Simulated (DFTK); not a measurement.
Crystal: KF.

```
CELL_PARAMETERS angstrom
3.25895 0.00000 0.00000
0.00000 3.25895 0.00000
0.00000 0.00000 3.25895
ATOMIC_POSITIONS crystal
K 0.00000 0.00000 0.00000
F 0.50000 0.50000 0.50000
```

The cell comes from a database or a generator and needn't be the stable form of this composition.

| Property | Result |
| --- | --- |
| Program | DFTK 0.8.2 |
| Task | single point |
| Functional | PBE |
| Potentials or basis | dojo.nc.sr.pbe.v0_4_1.standard.upf (PBE) |
| Cutoff | 1143 eV |
| k mesh | 8 × 8 × 8 |
| Occupations | fermi-dirac, width 0.05 eV |
| Spin | no spin polarisation |

On this cell: pressure -0.1 GPa; largest force zero by symmetry; band gap on the k mesh 6.29 eV, indirect (least direct gap 6.34 eV).

The same run follows on a disturbed copy (atoms moved at random, drawn with an rms of 0.05 Å):

```
K F
1.0
     3.25895    0.00000    0.00000
     0.00000    3.25895    0.00000
     0.00000    0.00000    3.25895
K F
1 1
Direct
  0.99886 0.00911 0.98961
  0.50522 0.49190 0.48728
```

Problem. What does the disturbed cell give?

Solution. The energy moves by +0.7 meV/atom; pressure -0.1 GPa; largest force 0.044 eV/Å; band gap on the k mesh 6.29 eV, indirect (least direct gap 6.34 eV).

Forces in eV/Å, atoms in the order of the input:
```
K    0.015 -0.040 -0.006
F   -0.015  0.040  0.006
```

A k mesh can miss the band edges.
